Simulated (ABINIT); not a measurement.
The system is MgO.

```
CELL_PARAMETERS angstrom
0.00000 2.09700 2.09700
2.09700 0.00000 2.09700
2.09700 2.09700 0.00000
ATOMIC_POSITIONS crystal
Mg 0.00000 0.00000 0.00000
O 0.50000 0.50000 0.50000
```

The cell is a database's computed one.

Base run:

- Program: ABINIT 10.8.3 (patched build)
- Functional: PW91
- Potentials or basis: JTH PAW PBE v2.0
- Cutoff: 626 eV
- k mesh: 11 × 11 × 11
- Occupations: fermi-dirac, width 0.05 eV
- Spin: no spin polarisation

Its results: band gap on the k mesh 4.90 eV, direct; pressure 6.4 GPa.

**Question.** After a change of settings the same cell gave: band gap on the k mesh 5.12 eV, direct; pressure 10.0 GPa. Which change was it?
A. functional from PW91 to WC
B. functional from PW91 to PBEsol
C. functional from PW91 to PBEsol; k mesh from 11 × 11 × 11 to 4 × 4 × 4
D. functional from PW91 to BLYP

**Answer.** D.

BLYP binds less tightly than PW91, so the same cell stands under more pressure.

Caveats: the PAW data sets were made with another functional, which shifts forces and pressure a little.

Runs at the PBE level aren't shown here.
